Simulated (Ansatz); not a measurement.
**TaN: a surface, (100), 4 layers**

What do the surfaces of TaN (100), 4 layers cost, and how tightly do they hold an electron? Methods of the runs shown: LAPW, norm-conserving and crystal datasets. Companion runs by PAW are cited. Its runs: bulk in the slab's orientation (LAPW); the reference run (LAPW, norm-conserving and crystal datasets); at the positions relaxed by PAW (LAPW).

Computed with Ansatz 0.2.0 (DFT PBE, with the methods named in each step, unless a step's input says otherwise).

**1. The system as given**

Symmetry: Fm-3m, No. 225, cubic system. Conventional cell: a = 4.417 Å, b = 4.417 Å, c = 4.417 Å, α = 90.00°, β = 90.00°, γ = 90.00°. Around Ta (site symmetry m-3m) lie 6 N at 2.21 Å. N (site symmetry m-3m) is surrounded by 6 Ta at 2.21 Å.

Coordinates:

```cif
data_structure
_symmetry_space_group_name_H-M 'Fm-3m'
_symmetry_Int_Tables_number 225
_cell_length_a 4.4171
_cell_length_b 4.4171
_cell_length_c 4.4171
_cell_angle_alpha 90.000
_cell_angle_beta 90.000
_cell_angle_gamma 90.000
_cell_volume 86.18
loop_
_atom_site_label
_atom_site_type_symbol
_atom_site_symmetry_multiplicity
_atom_site_Wyckoff_symbol
_atom_site_fract_x
_atom_site_fract_y
_atom_site_fract_z
_atom_site_occupancy
Ta1 Ta 4 a 0.00000 0.00000 0.00000 1
N1 N 4 b 0.00000 0.50000 0.00000 1
```

The file gives the conventional cell by its symmetry; the runs use the cell typed in the input.

Atoms are numbered in the order of the input: Ta1, Ta2, N3, N4.

**2. Bulk in the slab's orientation, LAPW**

input.yaml

```yaml
crystal:
  lattice:
    - [2.2085726923, 2.2085726923, 0.0]
    - [-2.2085726923, 2.2085726923, 0.0]
    - [0.0, 0.0, 4.4171453846]
  atoms:
    - { symbol: Ta, position: [0.0, 0.0, 0.0] }
    - { symbol: Ta, position: [0.5, 0.5, 0.5] }
    - { symbol: "N", position: [0.5, 0.5, 0.0] }
    - { symbol: "N", position: [0.0, 0.0, 0.5] }
kpoints:
  mp_grid: { grid: [13, 13, 9] }
scf:
  occupations: { method: fermi_dirac, width: 0.08 }
hamiltonian:
  xc: pbe
  pseudopotentials: { kind: all_electron, lapw: { basis_error: 0.001 } }
output:
  forces: true
  stress: true
  eigenvalues: true
```

The run is started by

```
ansatz run input.yaml --threads 3 --pin off --max-ram 8192MiB --backend cpu --events-out ev --progress --plain --runs-dir out
```

**4. Slab as cut, LAPW**

input.yaml

```yaml
crystal:
  lattice:
    - [3.1233934549, 0.0, 0.0]
    - [0.0, 3.1233934549, 0.0]
    - [0.0, 0.0, 22.6257]
  atoms:
    - { symbol: Ta, position: [0.0, 0.0, 0.3535798212] }
    - { symbol: "N", position: [0.5, 0.5, 0.3535798212] }
    - { symbol: Ta, position: [0.5, 0.5, 0.4511932734] }
    - { symbol: "N", position: [0.0, 0.0, 0.4511932734] }
    - { symbol: Ta, position: [0.0, 0.0, 0.5488067261] }
    - { symbol: "N", position: [0.5, 0.5, 0.5488067261] }
    - { symbol: Ta, position: [0.5, 0.5, 0.6464201788] }
    - { symbol: "N", position: [0.0, 0.0, 0.6464201788] }
kpoints:
  mp_grid: { grid: [13, 13, 1] }
scf:
  occupations: { method: fermi_dirac, width: 0.08 }
hamiltonian:
  xc: pbe
  pseudopotentials: { kind: all_electron, lapw: { basis_error: 0.001 } }
output:
  forces: true
  stress: true
  eigenvalues: true
  populations: true
  dos: { projected: true, de: 0.2, e_range: [-14, 8] }
efield:
  axis: 3
  amplitude: 0
  dipole_correction: true
```

**5. At the positions relaxed by PAW, LAPW**

input.yaml

```yaml
crystal:
  lattice:
    - [3.1233934549, 0.0, 0.0]
    - [0.0, 3.1233934549, 0.0]
    - [0.0, 0.0, 22.6257]
  atoms:
    - { symbol: Ta, position: [0.0, 0.0, 0.3596835793] }
    - { symbol: "N", position: [0.5, 0.5, 0.3432136011] }
    - { symbol: Ta, position: [0.5, 0.5, 0.445526531] }
    - { symbol: "N", position: [0.0, 0.0, 0.4542031036] }
    - { symbol: Ta, position: [0.0, 0.0, 0.5544734688] }
    - { symbol: "N", position: [0.5, 0.5, 0.5457968962] }
    - { symbol: Ta, position: [0.5, 0.5, 0.6403164202] }
    - { symbol: "N", position: [0.0, 0.0, 0.6567863988] }
kpoints:
  mp_grid: { grid: [13, 13, 1] }
scf:
  occupations: { method: fermi_dirac, width: 0.08 }
hamiltonian:
  xc: pbe
  pseudopotentials: { kind: all_electron, lapw: { basis_error: 0.001 } }
output:
  forces: true
  stress: true
  eigenvalues: true
efield:
  axis: 3
  amplitude: 0
  dipole_correction: true
```

**6. Slab as cut, norm-conserving**

Changes to input.yaml since step 5:

```diff
@@ -20,3 +20,3 @@
   xc: pbe
-  pseudopotentials: { kind: all_electron, lapw: { basis_error: 0.001 } }
+  pseudopotentials: { kind: nc }
 output:
```

**7. Slab as cut, crystal datasets**

Changes to input.yaml since step 6:

```diff
@@ -20,3 +20,3 @@
   xc: pbe
-  pseudopotentials: { kind: nc }
+  pseudopotentials: { kind: all_electron, datasets: crystal }
 output:
```

(Steps that only read results are left out.)

**Question.** What will these runs give? Wanted: surface energy; work function; core-level shifts among the layers (for each run or level that gives them).

As calculated:

| quantity | value |
| --- | --- |
| surface energy (LAPW, relaxed) | 0.88 J/m² |
| work function (LAPW, relaxed) | 3.14 eV |
| work function (norm-conserving, relaxed) | 3.15 eV |
| work function (crystal datasets, relaxed) | 3.14 eV |
| surface energy (PAW, relaxed) | 0.89 J/m² |
| work function (PAW, relaxed) | 3.14 eV |
| core-level shifts among the layers (PAW holes) | Ta1 +0.00, Ta3 -0.11 eV |

In words: By LAPW the surface costs 1.51 J/m² as cut and 0.88 J/m² relaxed. Thickness wasn't converged, and no reconstruction was sought. Spin-orbit coupling is left out, though the cell holds Ta; in elements this heavy it can shift bands and gaps by tenths of an eV.
